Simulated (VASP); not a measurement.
Crystal: HgSe.

```
Hg Se
1.0
     0.00000    3.03900    3.03900
     3.03900    0.00000    3.03900
     3.03900    3.03900    0.00000
Hg Se
1 1
Cartesian
  0.0000 0.0000 0.0000
  1.5195 1.5195 1.5195
```

* Program: VASP 6.6.1
* Task: relaxation of cell and atoms
* Functional: PBE
* Potentials or basis: VASP PAW PBE potentials, release 64 (Hg, Se)
* Cutoff: 600 eV
* k mesh: 12 × 12 × 12
* Occupations: gaussian, width 0.1 eV
* Spin: no spin polarisation

At the start: pressure 5.0 GPa; volume 28.07 Å³/atom.

Problem. Where does the relaxation end?

Solution. Over 3 steps the energy falls by 39.2 meV/atom and the volume is 30.79 Å³/atom (+9.7 %); space group F-43m (No. 216, to 0.05 Å).

The path:
```tsv
step	energy change (eV)	largest force (eV/Å)	pressure (GPa)	volume (Å³)
1	0.0000	0.0000	5.04	56.13
2	-0.0704	0.0000	-1.26	63.61
3	-0.0785	0.0000	0.02	61.59
```

Final structure:
```
Hg Se
1.0
     0.00000    3.13442    3.13442
     3.13442    0.00000    3.13442
     3.13442    3.13442    0.00000
Hg Se
1 1
Cartesian
  0.0000 0.0000 0.0000
  1.5672 1.5672 1.5672
```
